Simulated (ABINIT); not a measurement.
## Al: equation of state with PBE

**Experimental background.**

“The interpretation of polycrystalline coherent inelastic neutron scattering from aluminium”, 2013, pmc:3831299 quotes, for a bulk crystal of Al: bulk modulus 76.9 GPa.

The system is Al.

```
Al
1.0
     0.00000    2.02481    2.02481
     2.02481    0.00000    2.02481
     2.02481    2.02481    0.00000
Al
1
Direct
  0.00000 0.00000 0.00000
```

```
Program             : ABINIT 10.8.3 (patched build)
Task                : equation of state
Functional          : PBE
Potentials or basis : SPMS NC PBE v1.0
Cutoff              : 435 eV
k mesh              : 11 × 11 × 11
Occupations         : fermi-dirac, width 0.05 eV
Spin                : no spin polarisation
```

| Property | Result |
| --- | --- |
| Equilibrium volume | 16.48 Å³/atom |
| Bulk modulus | 79 GPa |
| Pressure derivative of the bulk modulus | 4.2 |

Energy against volume, from the lowest point:
```tsv
volume (Å³/atom)	energy (meV/atom)
15.607	12.20
15.939	4.34
16.271	0.42
16.603	0.00
16.935	2.76
17.267	8.40
17.599	16.59
```

It took 10 s on 1 thread of Arm Neoverse V2, on a shared host, peak memory 0.09 GiB.

Against the measured bulk modulus of Al, 76.9 GPa (quoted in “The interpretation of polycrystalline coherent inelastic neutron scattering from aluminium”, 2013, pmc:3831299), the calculated 79 GPa is off by +2.8 %. The fit is for a static lattice scaled at fixed shape and fixed fractional positions. The cell as given is a measured one (16.60 Å³/atom); PBE puts the equilibrium volume -0.8 % from it, thermal expansion not counted.

Caveat: pressures at fixed basis lie under the slope of the energies.
